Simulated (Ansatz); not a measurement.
**CdS: pressure and gap against volume**

A database entry relaxed whole under r2SCAN (P6_3mc):

```xyz
4
Lattice="4.1650 0.0000 0.0000 -2.0825 3.6070 0.0000 0.0000 0.0000 6.7671" Properties=species:S:1:pos:R:3 pbc="T T T"
Cd    0.0000    2.4047   -0.0065
Cd    2.0825    1.2023    3.3770
S     0.0000    2.4047    2.5442
S     2.0825    1.2023    5.9277
```

The cell was scaled uniformly, its shape held, and the atoms relaxed at each volume with plane-wave PAW DFT (Ansatz 0.2.0; r2SCAN, 500 eV, 12×12×4 Γ-centred mesh, fermi-dirac occupations of width 0.020 eV; no spin, no spin-orbit coupling). One row is withheld.

```csv
volume (Å³/atom),energy over the lowest (meV/atom),pressure (GPa),gap over mesh and path (eV)
23.891,19.2,4.28,1.776
24.399,8.2,2.69,1.727
24.907,?,?,?
25.416,0.0,0.00,1.627
25.924,1.9,-1.15,1.578
26.432,7.1,-2.17,1.530
26.941,15.5,-3.09,1.481
```

Task: Fit the pressures of the other rows to the third-order Birch-Murnaghan form.

Result: With f = [(V₀/V)^(2/3) − 1]/2 and P = 3B₀f(1 + 2f)^(5/2)[1 + 3(B₀′ − 4)f/2], least squares gives V₀ = 25.41 Å³ an atom, B₀ = 60.3 GPa and B₀′ = 4.5; the rows miss the fit by less than 0.01 GPa. The slope of the energies differs from these pressures by less than 0.05 GPa.

Task: How does the gap move with volume?

Result: A parabola in ln(V/V₀) through the other rows has the slope dE_g/d ln V = -2.5 eV at V₀, so by B₀ the gap moves by +41 meV a GPa at this fixed shape: it widens under pressure.

Task: What does the withheld row hold?

Result: The fit gives 1.27 GPa at 24.907 Å³; the run gave 1.27 GPa and 2.0 meV an atom. Its gap is 1.677 eV, against 1.677 eV from the parabola.

Caveats: the shape of the cell was held, so B₀ is an upper bound where the axes differ in stiffness; 0 K, fixed nuclei; the symmetry was kept, and this need not be the phase that is stable at 0 K; one mesh for all volumes; r2SCAN gaps lie as a rule under measured ones; the slope of the gap can be off by tens of per cent, more where shallow d levels or spin-orbit coupling act on the edges; no spin-orbit coupling, which narrows gaps of heavier elements; pressure is positive in compression.
